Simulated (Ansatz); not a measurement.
# TiO2: the cost of one run

Computed with Ansatz 0.2.0 (DFT, PBE, plane-wave PAW, default files, scalar-relativistic, as far as a step names no other, unless a step's input says otherwise).

## (1) Starting point

It takes space group Pbcn (No. 60, orthorhombic). The conventional cell has a = 4.515 Å, b = 5.497 Å, c = 4.939 Å, α = 90.00°, β = 90.00°, γ = 90.00°. Ti (site symmetry 2) has 6 O at 1.89 to 2.05 Å as nearest neighbours. O (site symmetry 1) is surrounded by 3 Ti at 1.89 to 2.05 Å.

Coordinates:

```cif
data_structure
_symmetry_space_group_name_H-M 'P 1'
_symmetry_Int_Tables_number 1
_cell_length_a 4.5150
_cell_length_b 5.4970
_cell_length_c 4.9390
_cell_angle_alpha 90.000
_cell_angle_beta 90.000
_cell_angle_gamma 90.000
_cell_volume 122.58
loop_
_atom_site_label
_atom_site_type_symbol
_atom_site_fract_x
_atom_site_fract_y
_atom_site_fract_z
_atom_site_occupancy
Ti1 Ti 0.00000 0.17100 0.25000 1
Ti2 Ti 0.50000 0.32900 0.75000 1
Ti3 Ti 0.00000 0.82900 0.75000 1
Ti4 Ti 0.50000 0.67100 0.25000 1
O1 O 0.28600 0.37600 0.41200 1
O2 O 0.21400 0.12400 0.91200 1
O3 O 0.78600 0.12400 0.58800 1
O4 O 0.71400 0.37600 0.08800 1
O5 O 0.71400 0.62400 0.58800 1
O6 O 0.78600 0.87600 0.08800 1
O7 O 0.21400 0.87600 0.41200 1
O8 O 0.28600 0.62400 0.91200 1
```

## (2) Relaxing the atoms in the given cell

File input.yaml:

```yaml
crystal:
  lattice:
    - [4.515, 0.0, 0.0]
    - [0.0, 5.497, 0.0]
    - [0.0, 0.0, 4.939]
  atoms:
    - { symbol: Ti, position: [0.0, 0.171, 0.25] }
    - { symbol: Ti, position: [0.5, 0.329, 0.75] }
    - { symbol: Ti, position: [0.0, 0.829, 0.75] }
    - { symbol: Ti, position: [0.5, 0.671, 0.25] }
    - { symbol: O, position: [0.286, 0.376, 0.412] }
    - { symbol: O, position: [0.214, 0.124, 0.912] }
    - { symbol: O, position: [0.786, 0.124, 0.588] }
    - { symbol: O, position: [0.714, 0.376, 0.088] }
    - { symbol: O, position: [0.714, 0.624, 0.588] }
    - { symbol: O, position: [0.786, 0.876, 0.088] }
    - { symbol: O, position: [0.214, 0.876, 0.412] }
    - { symbol: O, position: [0.286, 0.624, 0.912] }
kpoints:
  mp_grid: { grid: [4, 4, 4] }
scf:
  occupations: { method: fermi_dirac, width: 0.02 }
hamiltonian:
  xc: pbe
  pseudopotentials: { kind: paw }
output:
  forces: true
  stress: true
  populations: true
  efg:
    quadrupole_moments_barn: { Ti: 0.247, O: -0.02558 }
    contact_densities: true
  write_density: true
  write_potential: true
  elf: true
  volumetric_format: npy
relax:
  f_tol: 0.02
  max_steps: 60
```

Run with:

```sh
> ansatz run input.yaml --threads 1 --pin off --max-ram 3072MiB --backend cpu --events-out ev --progress --plain --runs-dir out
```

What time and memory should one allow on 1 thread of Arm Neoverse V2, shared host?

About 47 s, with a peak of 0.49 GiB.
